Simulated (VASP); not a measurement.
# SnTe (Fm-3m) in VASP: further runs

The runs below take SnTe through single point, with PBE.

Program: VASP 6.6.1. These are calculated values, not measurements. Logs are shortened: lines on timing, memory, paths and dates and some standing lists are left out, and cuts for length are marked.

## 1. The structure

Symmetry: Fm-3m, No. 225, cubic system. The conventional cell has a = 6.302 Å, b = 6.302 Å, c = 6.302 Å, α = 90.00°, β = 90.00°, γ = 90.00°. Around Te (site symmetry m-3m) lie 6 Sn at 3.15 Å. Around Sn (site symmetry m-3m) lie 6 Te at 3.15 Å.

## 2. Single point, PBE

Contents of INCAR:

```
SYSTEM = SnTe
ADDGRID  = .False.      
ALGO     = Normal         ! electronic algorithm
EDIFF    = 1E-4           ! SCF threshold, eV
ENCUT    = 460            ! plane-wave cutoff, eV
GGA      = PE             ! functional
ISIF     = 2              ! what is computed and relaxed
ISMEAR   = 0              ! smearing method
LASPH    = .True.         ! aspherical terms in the spheres
LCHARG   = .False.        ! write CHGCAR
LREAL    = .False.        ! projectors in reciprocal space
LWAVE    = .False.        ! write WAVECAR
NELM     = 100            ! most SCF steps
PREC     = Accurate       ! precision mode
SIGMA    = 0.05           ! smearing width, eV
```

Contents of KPOINTS:

```
k-points
0
Gamma
  4 4 4
  0 0 0
```

Contents of POSCAR:

```
SnTe
1.0
    0.0000000000      3.1508500000      3.1508500000
    3.1508500000      0.0000000000      3.1508500000
    3.1508500000      3.1508500000      0.0000000000
Te Sn
1 1
Direct
    0.5000000000      0.5000000000      0.5000000000
    0.0000000000      0.0000000000      0.0000000000
```

Potentials or basis: VASP PAW PBE potentials, release 64 (Te, Sn_d).

Command:

```bash
cat potpaw_PBE.64/Te/POTCAR potpaw_PBE.64/Sn_d/POTCAR > POTCAR
mpirun -np 1 vasp_std > vasp.out
```

OUTCAR:

```text
SYSTEM = SnTe
   EDIFF = 1E-4
   ENCUT = 460
   GGA = PE
   ISIF = 2
   ISMEAR = 0
   LASPH = .True.
   LREAL = .False.
   NELM = 100
   PREC = Accurate

 Found      8 irreducible k-points:

 Following reciprocal coordinates:
            Coordinates               Weight
  0.000000  0.000000  0.000000      1.000000
  0.250000  0.000000  0.000000      8.000000
  0.500000  0.000000  0.000000      4.000000
  0.250000  0.250000  0.000000      6.000000
  0.500000  0.250000  0.000000     24.000000
 -0.250000  0.250000  0.000000     12.000000
   k-points           NKPTS =      8   k-points in BZ     NKDIM =      8   number of bands    NBANDS=     14
   number of dos      NEDOS =    301   number of ions     NIONS =      2
   total plane-waves  NPLWV =  32768
   dimension x,y,z NGX =    32 NGY =   32 NGZ =   32
   dimension x,y,z NGXF=    64 NGYF=   64 NGZF=   64
   ions per type =               1   1
   NGX,Y,Z   is equivalent  to a cutoff of  11.94, 11.94, 11.94 a.u.
   NGXF,Y,Z  is equivalent  to a cutoff of  23.88, 23.88, 23.88 a.u.
 SYSTEM =  SnTe
   PREC   = accura    normal or accurate (medium, high low for compatibility)
   ISTART =      0    job   : 0-new  1-cont  2-samecut
   ICHARG =      2    charge: 1-file 2-atom 10-const
   ISPIN  =      1    spin polarized calculation?
   LNONCOLLINEAR =      F non collinear calculations
   LSORBIT =      F    spin-orbit coupling
   LASPH  =      T    aspherical Exc in radial PAW
   ENCUT  =  460.0 eV  33.81 Ry    5.81 a.u.   7.79  7.79  7.79*2*pi/ulx,y,z
   NELM   =    100;   NELMIN=  2; NELMDL= -5     # of ELM steps
   EDIFF  = 0.1E-03   stopping-criterion for ELM
   LREAL  =      F    real-space projection
   EDIFFG = 0.1E-02   stopping-criterion for IOM
   NSW    =      0    number of steps for IOM
   IBRION =     -1    ionic relax: 0-MD 1-quasi-New 2-CG
   NFREE  =      0    steps in history (QN), initial steepest desc. (CG)
   ISIF   =      2    stress and relaxation
   ISYM   =      2    0-nonsym 1-usesym 2-fastsym
   POTIM  = 0.5000    time-step for ionic-motion
   TEBEG  =    0.0;   TEEND  =   0.0 temperature during run
   PSTRESS=    0.0 pullay stress
   NELECT =      20.0000    total number of electrons
   NUPDOWN=      -1.0000    fix difference up-down
   EMIN   =  10.00;   EMAX   =-10.00  energy-range for DOS
   EFERMI =   0.00;   METHOD = LEGACY
   ISMEAR =     0;   SIGMA  =   0.05  broadening in eV -4-tet -1-fermi 0-gaus
   EFERMI_NEDOS =   21; number of points for ismear=-14 and -15
   IALGO  =     38    algorithm
   IMIX   =      4    mixing-type and parameters
     AMIX     =   0.40;   BMIX     =  1.00
     AMIX_MAG =   1.60;   BMIX_MAG =  1.00
  volume/ion in A,a.u.               =      31.28       211.10
  Fermi-wavevector in a.u.,A,eV,Ry     =   1.119387  2.115336 17.048485  1.253028
  Thomas-Fermi vector in A             =   2.256026
   LORBIT       =      0    0 simple, 1 ext, 2 COOP (PROOUT), +10 PAW based schemes
   GGA     = PE    functional components
   LHFCALC =     F    Hartree Fock is set to
   AEXX    =    0.0000 exact exchange contribution
   IVDW    =     0    specifies the selected vdW correction
   LEPSILON=     F    determine dielectric tensor
   LRPA    =     F    only Hartree local field effects (RPA)
 non-spin polarized calculation
 Gauss-broadening in eV      SIGMA  =   0.05
  energy-cutoff  :      460.00
  volume of cell :       62.56
 maximum number of plane-waves:      1424
   NGX = 15   NGY = 15   NGZ = 15

 number of electron      20.0000011 magnetization

 Free energy of the ion-electron system (eV)
  ---------------------------------------------------
  ext. energy  EPLUGINS =         0.00000000
  ---------------------------------------------------
  free energy    TOTEN  =        -7.54287917 eV

  energy without entropy =       -7.54146220  energy(sigma->0) =       -7.54217069

 E-fermi :   6.9905     XC(G=0):  -9.5170

 val. band max:        6.9428050013   @ k =   0.5000   0.0000   0.0000
 cond. band min:       7.0382878691   @ k =   0.5000   0.0000   0.0000
 fundamental gap:      0.0954828678
 Fermi energy:         6.9905464352

 k-point     1 :       0.0000    0.0000    0.0000
  band No.  band energies     occupation
      1     -15.0028      2.00000
      2     -15.0028      2.00000
      3     -14.9952      2.00000
      4     -14.9952      2.00000
      5     -14.9952      2.00000
      6      -5.8777      2.00000
      7       2.2476      2.00000
      8       4.7864      2.00000
      9       4.7864      2.00000
     10       4.7864      2.00000
     11      10.2862      0.00000
     12      10.2862      0.00000
     13      10.2862      0.00000
     14      11.6917      0.00000

 k-point     2 :       0.2500    0.0000    0.0000
  band No.  band energies     occupation
      1     -15.0051      2.00000
      2     -15.0051      2.00000
      3     -14.9944      2.00000
      4     -14.9920      2.00000
      5     -14.9920      2.00000
      6      -5.3770      2.00000
      7       0.2593      2.00000
      8       4.8926      2.00000
      9       4.8926      2.00000
     10       5.9810      2.00000
     11       8.5076      0.00000
     12       8.5076      0.00000
     13       8.5735      0.00000
     14      12.0571      0.00000

 k-point     3 :       0.5000    0.0000    0.0000
  band No.  band energies     occupation
      1     -15.0078      2.00000
      2     -15.0078      2.00000
      3     -14.9936      2.00000
      4     -14.9884      2.00000
      5     -14.9884      2.00000
      6      -4.6008      2.00000
      7      -1.4019      2.00000
      8       5.1221      2.00000
      9       5.1221      2.00000
     10       6.9428      1.82309
     11       7.0383      0.17691
     12       7.3055      0.00000
     13       7.3055      0.00000
     14      14.7013      0.00000

 k-point     4 :       0.2500    0.2500    0.0000
  band No.  band energies     occupation
      1     -15.0107      2.00000
      2     -15.0004      2.00000
      3     -14.9971      2.00000
      4     -14.9900      2.00000
      5     -14.9900      2.00000
      6      -5.2197      2.00000
      7       0.5785      2.00000
      8       3.8754      2.00000
      9       3.8754      2.00000
     10       4.8978      2.00000
     11       8.9668      0.00000
     12       9.9312      0.00000
     13      10.8081      0.00000
     14      10.8081      0.00000

 k-point     5 :       0.5000    0.2500    0.0000
  band No.  band energies     occupation
      1     -15.0136      2.00000
      2     -15.0027      2.00000
      3     -14.9950      2.00000
      4     -14.9882      2.00000
      5     -14.9867      2.00000
      6      -4.4729      2.00000
      7      -0.6856      2.00000
      8       2.8026      2.00000
      9       3.8629      2.00000
     10       4.4699      2.00000
     11       9.5743      0.00000
     12       9.5772      0.00000
     13      11.0217      0.00000
     14      11.1768      0.00000

 k-point     6 :      -0.2500    0.2500    0.0000
  band No.  band energies     occupation
      1     -15.0082      2.00000
      2     -15.0064      2.00000
      3     -14.9922      2.00000
      4     -14.9901      2.00000
      5     -14.9897      2.00000
      6      -4.7167      2.00000
      7      -0.6408      2.00000
      8       2.8363      2.00000
      9       4.9242      2.00000
     10       5.9274      2.00000
     11       7.8599      0.00000
     12       8.1068      0.00000
     13      11.0654      0.00000
     14      12.8900      0.00000

 [... further k-points ...]

------------------------ aborting loop because EDIFF is reached ----------------------------------------

  FORCE on cell =-STRESS in cart. coord.  units (eV):
  Direction    XX          YY          ZZ          XY          YZ          ZX
  --------------------------------------------------------------------------------------
  -------------------------------------------------------------------------------------
  Total        0.6641426      0.6641426      0.6641426     -0.0000000     -0.0000000     -0.0000000
  in kB       17.0082138     17.0082138     17.0082138     -0.0000000     -0.0000000     -0.0000000
  external PRESSURE =      17.0082138 kB  Pullay stress =       0.0000000 kB

 VOLUME and BASIS-vectors are now :
 -----------------------------------------------------------------------------
  energy-cutoff  :      460.00
  volume of cell :       62.56
      direct lattice vectors                 reciprocal lattice vectors
     0.000000000  3.150850000  3.150850000    -0.158687338  0.158687338  0.158687338
     3.150850000  0.000000000  3.150850000     0.158687338 -0.158687338  0.158687338
     3.150850000  3.150850000  0.000000000     0.158687338  0.158687338 -0.158687338

 POSITION                                       TOTAL-FORCE (eV/Angst)
 -----------------------------------------------------------------------------------
      3.15085      3.15085      3.15085        -0.000000      0.000000     -0.000000
      0.00000      0.00000      0.00000         0.000000     -0.000000      0.000000
 -----------------------------------------------------------------------------------
    total drift:                                0.000000     -0.000000     -0.000000

  FREE ENERGIE OF THE ION-ELECTRON SYSTEM (eV)
  ---------------------------------------------------
  free  energy   TOTEN  =        -7.5428791704 eV

  energy  without entropy=       -7.5414622034  energy(sigma->0) =       -7.54217069
```

It took 4.2 s on 1 thread of Intel Xeon Platinum 8488C (Sapphire Rapids), shared host; peak memory 0.17 GiB.

The run converged, but some of its settings lie outside the range that counts as converged, so its numbers aren't taken as properties of the crystal.

What came out:

| Item | Value |
| --- | --- |
| Free energy | -7.5429 eV |
| Pressure | 1.7 GPa |
| Band gap on the k mesh | 0.10 eV, direct |

Caveat: the k mesh is coarse (spacing up to 0.43 Å⁻¹), so the values aren't converged; spin-orbit coupling is left out, which moves the levels of the heavy elements.

## 3. Single point, PBE

Changes to INCAR since step 2:

```diff
@@ -3,3 +3,3 @@
 ALGO     = Normal         ! electronic algorithm
-EDIFF    = 1E-4           ! SCF threshold, eV
+EDIFF    = 1E-5           ! SCF threshold, eV
 ENCUT    = 460            ! plane-wave cutoff, eV
```

KPOINTS is that of step 2.

POSCAR is that of step 2.

Potentials or basis: VASP PAW PBE potentials, release 64 (Te, Sn_d).

Command:

```bash
cat potpaw_PBE.64/Te/POTCAR potpaw_PBE.64/Sn_d/POTCAR > POTCAR
mpirun -np 1 vasp_std > vasp.out
```

Run time: 4.5 s. Hardware: 1 thread of Intel Xeon Platinum 8488C (Sapphire Rapids), shared host; peak memory 0.17 GiB.

These settings aren't checked as converged: the numbers below hold their error.

What came out:

- Free energy: -7.5429 eV
- Pressure: 1.7 GPa
- Band gap on the k mesh: 0.10 eV, direct

Caveat: the k mesh is coarse (spacing up to 0.43 Å⁻¹), so the values aren't converged; spin-orbit coupling is left out, which moves the levels of the heavy elements.

## 4. Single point, PBE

Changes to INCAR since step 3:

```diff
@@ -3,3 +3,3 @@
 ALGO     = Normal         ! electronic algorithm
-EDIFF    = 1E-5           ! SCF threshold, eV
+EDIFF    = 1E-6           ! SCF threshold, eV
 ENCUT    = 460            ! plane-wave cutoff, eV
```

KPOINTS is that of step 3.

POSCAR is that of step 3.

Command:

```bash
cat potpaw_PBE.64/Te/POTCAR potpaw_PBE.64/Sn_d/POTCAR > POTCAR
mpirun -np 1 vasp_std > vasp.out
```

It took 5.2 s on 1 thread of Intel Xeon Platinum 8488C (Sapphire Rapids), shared host; peak memory 0.17 GiB.

These settings aren't checked as converged: the numbers below hold their error.

What came out:

```
Free energy            : -7.5429 eV
Pressure               : 1.6 GPa
Band gap on the k mesh : 0.10 eV, direct
```

Caveat: the k mesh is coarse (spacing up to 0.43 Å⁻¹), so the values aren't converged; spin-orbit coupling is left out, which moves the levels of the heavy elements.
